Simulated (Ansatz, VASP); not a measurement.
Given: the input of a run of VASP 6.6.1 on Cs.

The input INCAR:

```
PREC     = Accurate       # precision mode
ENCUT    = 520            # plane-wave cutoff, eV
EDIFF    = 1E-6           # SCF threshold, eV
ISMEAR   = -1             # smearing method
SIGMA    = 0.05           # smearing width, eV
LREAL    = F              # projectors in reciprocal space
LASPH    = T              # aspherical terms in the spheres
NELM     = 60             # most SCF steps
ALGO     = Fast           # electronic algorithm
ISIF     = 2              # what is computed and relaxed
LWAVE    = F              # write WAVECAR
LCHARG   = F              # write CHGCAR
GGA      = PS             # functional
NBANDS   = 10             # bands
```

File KPOINTS:

```
Automatic mesh
0
Gamma
  6 6 6
```

POSCAR

```
Cs
1.0
   -3.2699480000      3.2071640000      3.2746200000
    3.1394770000     -3.0609420000      2.9979270000
    3.1843290000      2.9753230000     -3.1283970000
Cs
1
Direct
   -0.0002280000      0.0061190000      0.0031940000
```

Potentials or basis: VASP PAW PBE potentials, release 64 (Cs_sv).

Run with:

```console
$ cat potpaw_PBE.64/Cs_sv/POTCAR > POTCAR
$ mpirun -np 1 vasp_std > vasp.out
```

Set up the same calculation for Ansatz 0.2.0. Potentials there: all-electron LAPW, scalar-relativistic.

As run (the cutoff follows the program's own potentials):

input.yaml

```yaml
crystal:
  lattice:
    - [-3.269948, 3.207164, 3.27462]
    - [3.139477, -3.060942, 2.997927]
    - [3.184329, 2.975323, -3.128397]
  atoms:
    - { symbol: Cs, position: [-0.000228, 0.006119, 0.003194] }
kpoints:
  mp_grid: { grid: [6, 6, 6] }
scf:
  occupations: { method: fermi_dirac, width: 0.05 }
hamiltonian:
  xc: pbesol
  pseudopotentials: { kind: all_electron, lapw: { basis_error: 0.001 } }
output:
  forces: true
  stress: true
  eigenvalues: true
  populations: true
```

Potentials or basis: all-electron LAPW, scalar-relativistic.

The run is started by

```sh
$ ansatz run input.yaml --threads 1 --pin off --max-ram 3072MiB --backend cpu --events-out ev --progress --plain --runs-dir out
```

Both were run:

|  | VASP | Ansatz | Ansatz less VASP |
| --- | --- | --- | --- |
| gap on the k mesh at the Fermi level (eV) | none | none | - |
| pressure (GPa) | -0.2 | -0.2 | +0.01 |

A gap of «none» marks a metal or a gap that the smearing closes. Ansatz ran all-electron here, so the differences hold the error of VASP's frozen core and of both bases.

Caveats: the PAW data sets were made with another functional, which shifts forces and pressure a little (VASP). Spin-orbit coupling is left out, which matters for the levels of Cs.
